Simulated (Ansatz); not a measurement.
TePt, 4 atoms in the cell. It takes space group R-3m (No. 166, trigonal). The conventional cell has a = 3.963 Å, b = 3.963 Å, c = 19.983 Å, α = 90.00°, β = 90.00°, γ = 120.00°. Around Pt (site symmetry 3m) lie 3 Te at 2.59 Å and 3 Pt at 2.72 Å. Around Te (site symmetry 3m) lie 3 Pt at 2.59 Å. 

- Program: Ansatz 0.2.0
- Task: relaxation of cell and atoms
- Functional: PBEsol
- Dispersion: D3(BJ)
- Potentials or basis: Ansatz PAW
- Cutoff: 420 eV (not typed: the program's choice for these potentials)
- k mesh: 8 × 8 × 8
- Occupations: fermi-dirac, width 0.05 eV
- Spin: no spin polarisation

Potentials or basis: Ansatz PAW.

Run with:

```bash
$ ansatz run input.yaml --threads 2 --pin off --max-ram 5632MiB --backend cpu --events-out ev --progress --plain --runs-dir out
```

Hardware: 2 threads of AMD EPYC 7R43 64-Core Processor (Zen 3), on a shared host.

**Question.** How long does it take, and how much memory?

**Answer.** It took 38 s on 2 threads of AMD EPYC 7R43 64-Core Processor (Zen 3), on a shared host, peak memory 0.57 GiB. Counts: scf iterations 45, plane waves 1701, k points 65, bands 41, ion steps 8.
